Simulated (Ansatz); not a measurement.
The calculation used Ansatz 0.2.0, DFT PBE, scalar-relativistic, plane waves, PAW. Settings: cutoff 420 eV, Γ-centred meshes spaced at most about 0.3 Å⁻¹, and about 0.25 Å⁻¹ or finer for metals (2π included), Gaussian smearing. No spin polarisation.

Temperature and zero-point effects are left out.

Question: Which of these relaxed structures of BeTe6 is the lowest in energy?
A.

```
CELL_PARAMETERS angstrom
10.28144 0.00000 0.00000
-5.14072 8.90399 0.00000
0.00000 0.00000 3.29391
ATOMIC_POSITIONS crystal
Be 0.00000 0.00000 0.00000
Te 0.66321 0.00000 0.00000
Te 0.00000 0.66321 0.00000
Te 0.33679 0.33679 0.00000
Te 0.22627 0.00000 0.00000
Te 0.00000 0.22627 0.00000
Te 0.77373 0.77373 0.00000
```

B.

```
CELL_PARAMETERS angstrom
3.81011 2.19977 4.42379
-3.81011 2.19977 4.42379
0.00000 -4.39953 4.42379
ATOMIC_POSITIONS crystal
Be 0.00000 0.00000 0.00000
Te 0.80287 0.39928 0.07106
Te 0.19713 0.60072 0.92894
Te 0.39928 0.07106 0.80287
Te 0.07106 0.80287 0.39928
Te 0.60072 0.92894 0.19713
Te 0.92894 0.19713 0.60072
```

C.

```
CELL_PARAMETERS angstrom
4.43446 0.00000 0.00000
0.00000 4.43446 0.00000
0.00000 0.00000 11.15815
ATOMIC_POSITIONS crystal
Be 0.00000 0.00000 0.00000
Te 0.50000 0.00000 0.89050
Te 0.00000 0.50000 0.10951
Te 0.00000 0.00000 0.37025
Te 0.50000 0.50000 0.36392
Te 0.00000 0.00000 0.62975
Te 0.50000 0.50000 0.63608
```

Answer: A. The next of these, C, lies 45 meV/atom higher. Forms: A P-62m; C P-4m2; B R-3. Counting Te atoms around Be (those within 1.25 times the shortest such distance or 1.15 times the sum of covalent radii, 1.27 where that leaves under three): A has Be 3; C has Be 4; B has Be 6. C holds Te–Te pairs (shortest 2.90 Å); B holds Te–Te pairs (shortest 2.88 Å) (bonds between like non-metal atoms; other contacts aren't counted). All come from invented guesses. The lowest form computed isn't among them: it has space group P-42m (No. 111), 36.4 Å³/atom and lies 40 meV/atom below the best shown. Even the lowest of the cells shown lies +0.10 eV/atom against the elements.

For metals, differences of a few meV/atom aren't resolved. No dispersion correction is applied, so the spacing and binding between layers, chains or molecules are poorly described (P-62m, P-4m2), and this can change margins and order among such cells. Spin–orbit coupling, which can matter for Te, is left out. Cells relaxed within their symmetry can be saddle points. Some candidate types were left out of the draw beforehand, so a known form may be missing.
